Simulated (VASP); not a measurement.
# Bi2Se3 (Paraguanajuatite) (R-3m) in VASP: further runs, part 2 of 2

VASP 6.6.1. Earlier steps stand in the parts before.

## 3. Relaxation of shape and atoms at fixed volume, PBE (a relaxed cell with its volume scaled by 1.02)

Contents of INCAR:

```
PREC     = Accurate       # precision mode
ENCUT    = 300            # plane-wave cutoff, eV
EDIFF    = 1E-7           # SCF threshold, eV
ISMEAR   = 0              # smearing method
SIGMA    = 0.03           # smearing width, eV
LREAL    = F              # projectors in reciprocal space
LASPH    = T              # aspherical terms in the spheres
NELM     = 80             # most SCF steps
ALGO     = Fast           # electronic algorithm
ISIF     = 4              # what is computed and relaxed
LWAVE    = F              # write WAVECAR
LCHARG   = F              # write CHGCAR
GGA      = PE             # functional
IBRION   = 2              # ionic algorithm
NSW      = 40             # ionic steps
EDIFFG   = -0.01          # ionic threshold
```

Contents of KPOINTS:

```
regular mesh
0
Gamma
  4 4 4
```

Contents of POSCAR:

```
Bi2Se3                                  
1.0
    2.1085765369      1.2173872311     10.4193058236
   -2.1085765369      1.2173872311     10.4193058236
    0.0000000000     -2.4347744623     10.4193058236
  Bi              Se            
     2     3
Direct
     0.3958176902679331    0.3958176902679331    0.3958176902679331
     0.6041823097320670    0.6041823097320670    0.6041823097320670
     1.0000000000000000    1.0000000000000000    1.0000000000000000
     0.2205800627901311    0.2205800627901311    0.2205800627901311
     0.7794199372098689    0.7794199372098689    0.7794199372098689
```

Potentials or basis: VASP PAW PBE potentials, release 64 (Bi, Se).

Run with:

```bash
> cat potpaw_PBE.64/Bi/POTCAR potpaw_PBE.64/Se/POTCAR > POTCAR
> mpirun -np 1 vasp_std > vasp.out
```

OUTCAR:

```text
PREC = Accurate
   ENCUT = 300
   EDIFF = 1E-7
   ISMEAR = 0
   LREAL = F
   LASPH = T
   NELM = 80
   ISIF = 4
   GGA = PE
   IBRION = 2
   NSW = 40
   EDIFFG = -0.01

 ion  position               nearest neighbor table
   1  0.396  0.396  0.396-   5 2.90   5 2.90   5 2.90   3 3.12   3 3.12   3 3.12
   2  0.604  0.604  0.604-   4 2.90   4 2.90   4 2.90   3 3.12   3 3.12   3 3.12
   3  0.000  0.000  0.000-   2 3.12   1 3.12   2 3.12   2 3.12   1 3.12   1 3.12
   4  0.221  0.221  0.221-   2 2.90   2 2.90   2 2.90
   5  0.779  0.779  0.779-   1 2.90   1 2.90   1 2.90

  LATTYP: Found a trigonal (rhomboedric) cell.
 ALAT       =    10.7000028284
 COS(alpha) =     0.9223322096

  Lattice vectors:

 A1 = (   2.1085765369,   1.2173872311,  10.4193058236)
 A2 = (  -2.1085765369,   1.2173872311,  10.4193058236)
 A3 = (   0.0000000000,  -2.4347744623,  10.4193058236)

Analysis of symmetry for initial positions (statically):
=====================================================================
 Subroutine PRICEL returns:
 Original cell was already a primitive cell.

 Routine SETGRP: Setting up the symmetry group for a
[... 152 lines left out ...]
   NGX = 31   NGY = 31   NGZ = 31

--------------------------------------- Ionic step        1  -------------------------------------------

 number of electron      28.0000002 magnetization

 Free energy of the ion-electron system (eV)
  ---------------------------------------------------
  ext. energy  EPLUGINS =         0.00000000
  ---------------------------------------------------
  free energy    TOTEN  =       -20.23508776 eV

  energy without entropy =      -20.23508776  energy(sigma->0) =      -20.23508776

------------------------ aborting loop because EDIFF is reached ----------------------------------------

  FORCE on cell =-STRESS in cart. coord.  units (eV):
  Direction    XX          YY          ZZ          XY          YZ          ZX
  --------------------------------------------------------------------------------------
  -------------------------------------------------------------------------------------
  Total       -1.0369133     -1.0369133     -0.9630959     -0.0000000      0.0000000      0.0000000
  in kB      -10.3524916    -10.3524916     -9.6155021     -0.0000000      0.0000000      0.0000000
  external PRESSURE =     -10.1068284 kB  Pullay stress =       0.0000000 kB
[... 299 lines left out ...]
--------------------------------------- Ionic step        9  -------------------------------------------

 number of electron      27.9999996 magnetization

 Free energy of the ion-electron system (eV)
  ---------------------------------------------------
  ext. energy  EPLUGINS =         0.00000000
  ---------------------------------------------------
  free energy    TOTEN  =       -20.24514684 eV

  energy without entropy =      -20.24514684  energy(sigma->0) =      -20.24514684

 E-fermi :   2.8587     XC(G=0):  -8.7303

 val. band max:        2.7242956357   @ k =   0.5000   0.2500   0.2500
 cond. band min:       3.4624609759   @ k =   0.0000   0.0000   0.0000
 fundamental gap:      0.7381653402
 Fermi energy:         2.8586874460

 k-point     1 :       0.0000    0.0000    0.0000
  band No.  band energies     occupation
      1     -10.8919      2.00000
      2     -10.3636      2.00000
      3      -9.3002      2.00000
      4      -6.3889      2.00000
      5      -5.4047      2.00000
      6       1.1510      2.00000
[... 294 lines left out ...]
  FREE ENERGIE OF THE ION-ELECTRON SYSTEM (eV)
  ---------------------------------------------------
  free  energy   TOTEN  =       -20.2451468351 eV

  energy  without entropy=      -20.2451468351  energy(sigma->0) =      -20.24514684

 reached required accuracy - stopping structural energy minimisation
```

OSZICAR:

```text
N       E                     dE             d eps       ncg     rms          rms(c)
DAV:   1     0.106492559958E+03    0.10649E+03   -0.78353E+03   468   0.814E+02
DAV:   2    -0.117016798856E+02   -0.11819E+03   -0.11562E+03   644   0.157E+02
DAV:   3    -0.208724848571E+02   -0.91708E+01   -0.91098E+01   542   0.497E+01
[... 92 lines left out ...]
RMM:   3    -0.202451496777E+02   -0.17693E-04   -0.22516E-04   500   0.864E-02    0.139E-02
RMM:   4    -0.202451466084E+02    0.30693E-05   -0.34039E-05   472   0.344E-02    0.669E-03
RMM:   5    -0.202451468805E+02   -0.27216E-06   -0.96960E-06   500   0.162E-02    0.399E-03
RMM:   6    -0.202451469157E+02   -0.35142E-07   -0.19533E-06   498   0.709E-03    0.159E-03
RMM:   7    -0.202451468351E+02    0.80607E-07   -0.42243E-07   351   0.315E-03
   9 F= -.20245147E+02 E0= -.20245147E+02  d E =-.153014E-03
```

Run time: 6.2 min. Hardware: 1 thread of Intel Xeon 6975P-C (Granite Rapids), shared host; peak memory 0.49 GiB.

What came out:

| Item | Value |
| --- | --- |
| Free energy | -20.2451 eV |
| Energy gained by relaxing | 2.0 meV/atom |
| Ionic steps | 9 |
| Pressure after relaxing | 0.0 GPa |
| Band gap on the k mesh | 0.74 eV, indirect (least direct gap 0.77 eV) |

The path:
```csv
step,energy change (eV),largest force (eV/Å),pressure (GPa)
1,0.0000,0.1581,-1.01
2,-0.0021,0.1009,-0.88
3,-0.0031,0.0943,-0.73
4,-0.0045,0.0813,-0.66
5,-0.0077,0.0420,-0.47
6,-0.0099,0.0410,-0.05
7,-0.0099,0.0311,-0.11
8,-0.0099,0.0332,0.05
9,-0.0101,0.0016,-0.03
```

Final structure:
```yaml
crystal:
  lattice:
    - [2.09431, 1.20915, 10.56172]
    - [-2.09431, 1.20915, 10.56172]
    - [0.00000, -2.41830, 10.56172]
  atoms:
    - { symbol: Bi, position: [0.39461, 0.39461, 0.39461] }
    - { symbol: Bi, position: [0.60539, 0.60539, 0.60539] }
    - { symbol: Se, position: [0.00000, 0.00000, 0.00000] }
    - { symbol: Se, position: [0.22283, 0.22283, 0.22283] }
    - { symbol: Se, position: [0.77717, 0.77717, 0.77717] }
```

Caveat: the k mesh is coarse (spacing up to 0.43 Å⁻¹), so the values aren't converged; spin-orbit coupling is left out, which as a rule narrows the gap of such compounds by several tenths of an eV.
